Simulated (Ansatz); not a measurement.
Response of TePb to small distortions

```
Te Pb
1.0
     0.00000    3.22700    3.22700
     3.22700    0.00000    3.22700
     3.22700    3.22700    0.00000
Te Pb
1 1
Direct
  0.50000 0.50000 0.50000
  0.00000 0.00000 0.00000
```

Atoms are numbered in the order listed.

The cell is COD entry 9008696, as deposited and not checked against the literature; nothing was relaxed.

No spin–orbit coupling, which matters for the heavy atoms here.

Method: Ansatz 0.2.0, DFT, PBEsol, all-electron PAW with datasets made for the crystal, scalar-relativistic.

Numerical set-up: a Γ-centred 10×10×10 k mesh, Fermi–Dirac smearing of 0.03 eV, cutoff 240 eV (chosen by the program for this cell), no spin polarisation.

The unchanged cell is at -0.22 GPa.

x, y and z are the Cartesian axes of the cell as listed; fractional coordinates follow a strain, and an engineering shear is twice the off-diagonal strain component.

Vzz stands for the principal value of largest size of the field-gradient tensor, whatever its axis.

No spin–orbit coupling: at heavy atoms the gradients can be off by tens of per cent for that reason.

(1) With this change (equal xy, yz and zx engineering shear strains of -2 %), what becomes of the energy and stress and field gradients and gap?

(2) With this change (equal xy, yz and zx engineering shear strains of -1 %), what becomes of the energy and stress and field gradients and gap?

(3) With this change (equal xy, yz and zx engineering shear strains of +1 %), what becomes of the energy and stress and field gradients and gap?

With equal xy, yz and zx engineering shear strains of +2 %: energy change +2 meV/atom; stress change (xx, yy, zz, yz, xz, xy) 0.00, 0.00, 0.00, -0.31, -0.31, -0.31 GPa, compression positive; Vzz in 10²¹ V/m²: Te1 0 → 2.26 (η = 0.00), Pb2 0 → -0.34 (η = 0.00); gap on the k mesh 0.66 → 0.45 eV.

## Answers

(1) Energy change +2 meV/atom; stress change (xx, yy, zz, yz, xz, xy) 0.00, 0.00, 0.00, 0.29, 0.29, 0.29 GPa, compression positive; Vzz in 10²¹ V/m²: Te1 0 → -2.25 (η = 0.00), Pb2 0 → 0.39 (η = 0.00); gap on the k mesh 0.66 → 0.46 eV.

(2) Energy change under 1 meV/atom; stress change (xx, yy, zz, yz, xz, xy) 0.00, 0.00, 0.00, 0.15, 0.15, 0.15 GPa, compression positive; Vzz in 10²¹ V/m²: Te1 0 → -1.13 (η = 0.00), Pb2 0 → 0.19 (η = 0.00); gap on the k mesh 0.66 → 0.56 eV.

(3) Energy change under 1 meV/atom; stress change (xx, yy, zz, yz, xz, xy) 0.00, 0.00, 0.00, -0.15, -0.15, -0.15 GPa, compression positive; Vzz in 10²¹ V/m²: Te1 0 → 1.13 (η = 0.00), Pb2 0 → -0.18 (η = 0.00); gap on the k mesh 0.66 → 0.56 eV.
